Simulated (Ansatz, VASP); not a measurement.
**One calculation of Ir, two programs**

File INCAR:

```
SYSTEM = Ir
PREC     = Accurate       ! precision mode
ENCUT    = 520            ! plane-wave cutoff, eV
EDIFF    = 1E-7           ! SCF threshold, eV
ISMEAR   = 1              ! smearing method
SIGMA    = 0.15           ! smearing width, eV
LREAL    = .False.        ! projectors in reciprocal space
LASPH    = .True.         ! aspherical terms in the spheres
NELM     = 100            ! most SCF steps
ALGO     = Normal         ! electronic algorithm
ISIF     = 2              ! what is computed and relaxed
LWAVE    = .False.        ! write WAVECAR
LCHARG   = .True.         ! write CHGCAR
GGA      = CA             ! functional
LELF     = .True.         ! ELF
LVHAR    = .True.       
NBANDS   = 16             ! bands
```

File KPOINTS:

```
Automatic mesh
0
Gamma
  8 8 5
  0 0 0
```

File POSCAR:

```
Ir
1.0
    2.7467867026      0.0000000000      0.0000000000
   -1.3733933513      2.3787820961      0.0000000000
    0.0000000000      0.0000000000      4.4548404202
Ir
2
Direct
    0.6752900000      0.3420400000      0.7556000000
    0.3517200000      0.6776500000      0.2507600000
```

Input for Ansatz:

```yaml
crystal:
  lattice:
    - [2.746786702643634, 0.0, 0.0]
    - [-1.373393351321817, 2.3787820961085515, 0.0]
    - [0.0, 0.0, 4.454840420203557]
  atoms:
    - { symbol: Ir, position: [0.67529, 0.34204, 0.7556] }
    - { symbol: Ir, position: [0.35172, 0.67765, 0.25076] }
basis:
  ecutwfc: 540.0
  xc_grid: 2
kpoints:
  mp_grid:
    grid: [8, 8, 5]
hamiltonian:
  xc: lda
scf:
  convergence:
    dr2_threshold: 1.0e-09
  occupations:
    method: cold
    width: 0.15
output:
  forces: true
  stress: true
```

This isn't the form of Ir at room conditions, which is fcc.

Alike in both runs: task single point; functional LDA; k mesh 8 × 8 × 5; no spin polarisation.

|  | VASP | Ansatz |
| --- | --- | --- |
| version | VASP 6.6.1 | Ansatz 0.2.0 |
| potentials or method | VASP PAW LDA potentials, release 64 (Ir) | plane waves, PAW |
| plane-wave cutoff (eV) | 520 | 540 |
| occupations | methfessel-paxton of order 1, width 0.15 eV | cold, width 0.15 eV |
| valence electrons in the cell | 18 | 34 |

|  | VASP | Ansatz | Ansatz less VASP |
| --- | --- | --- | --- |
| pressure (GPa) | -13.4 | -15.5 | -2.11 |
| largest component of the traceless stress (GPa) | 1.06 | 1.16 | +0.093 |
| rms of the force components (eV/Å) | 0.168 | 0.155 | -0.0138 |

Atom by atom the forces differ by 0.014 eV/Å (rms over components). The two sets of potentials don't hold the same shells in valence. Ansatz warned: «stress_scf_threshold_loose».

The runs have no spin-orbit coupling, so splittings on Ir are missing.
